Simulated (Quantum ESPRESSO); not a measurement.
A calculation with Quantum ESPRESSO 7.5 of SnO2 (Cassiterite) (native input, structure typed inline):

The input pw.in:

```
&CONTROL
  calculation = 'scf'
  prefix = 'pwscf'
  outdir = './tmp'
  pseudo_dir = './pseudo'
  tprnfor = .true.
  tstress = .true.
  disk_io = 'nowf'
/
&SYSTEM
  ibrav = 0
  nat = 6
  ntyp = 2
  ecutwfc = 60
  ecutrho = 480
  nbnd = 36
  occupations = 'smearing'
  smearing = 'fd'
  degauss = 0.00367493
/
&ELECTRONS
  conv_thr = 1.2d-09
  electron_maxstep = 120
  mixing_beta = 0.5
/
ATOMIC_SPECIES
Sn   118.7100 Sn_pbe_v1.uspp.F.UPF
O     15.9990 O.pbe-n-kjpaw_psl.0.1.UPF
CELL_PARAMETERS angstrom
   4.7380000000    0.0000000000    0.0000000000
   0.0000000000    4.7380000000    0.0000000000
   0.0000000000    0.0000000000    3.1865000000
ATOMIC_POSITIONS crystal
Sn     0.5000000000    0.5000000000    0.5000000000
Sn     0.0000000000    0.0000000000    0.0000000000
O      0.8071000000    0.1929000000    0.5000000000
O      0.6929000000    0.6929000000    0.0000000000
O      0.1929000000    0.8071000000    0.5000000000
O      0.3071000000    0.3071000000    0.0000000000
K_POINTS automatic
6 6 8 0 0 0
```

Potentials or basis: SSSP 1.3 efficiency PBE.

The run is started by

```sh
$ OMP_NUM_THREADS=1 mpirun -n 2 pw.x -nk 2 -in pw.in > pw.out
```

Task: Write the same calculation in another form: ASE script, structure typed inline.

Result: As run:

run.py

```python
import numpy as np
from ase.calculators.espresso import Espresso, EspressoProfile
from ase import Atoms

atoms = Atoms(['Sn', 'Sn', 'O', 'O', 'O', 'O'],
              cell=[[4.738, 0.0, 0.0], [0.0, 4.738, 0.0], [0.0, 0.0, 3.1865]],
              scaled_positions=[[0.5, 0.5, 0.5], [0.0, 0.0, 0.0], [0.8071, 0.1929, 0.5], [0.6929, 0.6929, 0.0], [0.1929, 0.8071, 0.5], [0.3071, 0.3071, 0.0]],
              pbc=True)

input_data = {
    'control': {'calculation': 'scf', 'prefix': 'pwscf', 'outdir': './tmp', 'tprnfor': True, 'tstress': True, 'disk_io': 'nowf'},
    'system': {'ecutwfc': 60.0, 'ecutrho': 480.0, 'nbnd': 36, 'occupations': 'smearing', 'smearing': 'fd', 'degauss': 0.00367493},
    'electrons': {'conv_thr': 1.2e-09, 'electron_maxstep': 120, 'mixing_beta': 0.5},
}
pseudopotentials = {'O': 'O.pbe-n-kjpaw_psl.0.1.UPF', 'Sn': 'Sn_pbe_v1.uspp.F.UPF'}
profile = EspressoProfile(command='mpirun -n 2 pw.x -nk 2', pseudo_dir='pseudo')
dft = Espresso(profile=profile, input_data=input_data, pseudopotentials=pseudopotentials, kpts=(6, 6, 8), koffset=(0, 0, 0))
atoms.calc = dft

print(f'energy {atoms.get_potential_energy():.8f} eV')
print('forces (eV/A)')
print(np.round(atoms.get_forces(), 6))
print('stress (eV/A^3, Voigt)')
print(np.round(atoms.get_stress(), 8))
print(f'Fermi level {dft.get_fermi_level():.4f} eV')
```

Potentials or basis: SSSP 1.3 efficiency PBE.

Command:

```console
$ OMP_NUM_THREADS=1 python run.py
```

Both were run:

|  | native input, structure typed inline | ASE script, structure typed inline |
| --- | --- | --- |
| Pressure | 11.6 GPa | 11.6 GPa |
| Largest force | 0.285 eV/Å | 0.285 eV/Å |
| Band gap on the k mesh | 1.27 eV, direct | 1.27 eV, direct |

Keys that steer only the numerical path or the files written may differ.

Caveat: spin-orbit coupling is left out, which moves the levels of the heavy elements.
